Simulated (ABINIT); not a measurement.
Runs of ABINIT 10.8.3 (patched build) on V. It takes space group Im-3m (No. 229, cubic). The conventional cell has a = 3.029 Å, b = 3.029 Å, c = 3.029 Å, α = 90.00°, β = 90.00°, γ = 90.00°. V (site symmetry m-3m) is surrounded by 8 V at 2.62 Å. 

```tsv
task	level	potentials or basis	k mesh	cutoff (eV)	fine-grid cutoff	mesh quality	gap on the mesh (eV)	pressure (GPa)	moment (μB)
band structure	BP86	JTH PAW PBE v2.0	12 × 12 × 12	408	816.342 eV	not flagged	none	-5.5	0.00
single point	PBEsol	JTH PAW PBE v2.0	10 × 10 × 10	408	816.342 eV	not flagged	none	-10.6	0.00
band structure	AM05	JTH PAW PBE v2.0	12 × 12 × 12	408	816.342 eV	not flagged	none	-11.5	0.00
single point	PBEsol	JTH PAW PBE v2.0	7 × 7 × 7	408	816.342 eV	coarse	none	-11.0	0.00
band structure	PBEsol	JTH PAW PBE v2.0	12 × 12 × 12	408	816.342 eV	not flagged	none	(b)	0.00
single point	PBEsol	JTH PAW PBE v2.0	16 × 16 × 16	408	816.342 eV	not flagged	none	(a)	0.00
```

Alike in all rows: spin collinear, ferromagnetic start; cell as given; smearing fermi-dirac 0.05 eV.

Task: Estimate the missing entries.

Result: (a) -11.1; (b) -11.3.

Caveats: some runs use coarse meshes; the PAW data sets were made with another functional, which shifts forces and pressure a little.

A gap of «none» marks a metal or a gap under the smearing width.

Runs at the PBE level aren't shown here.
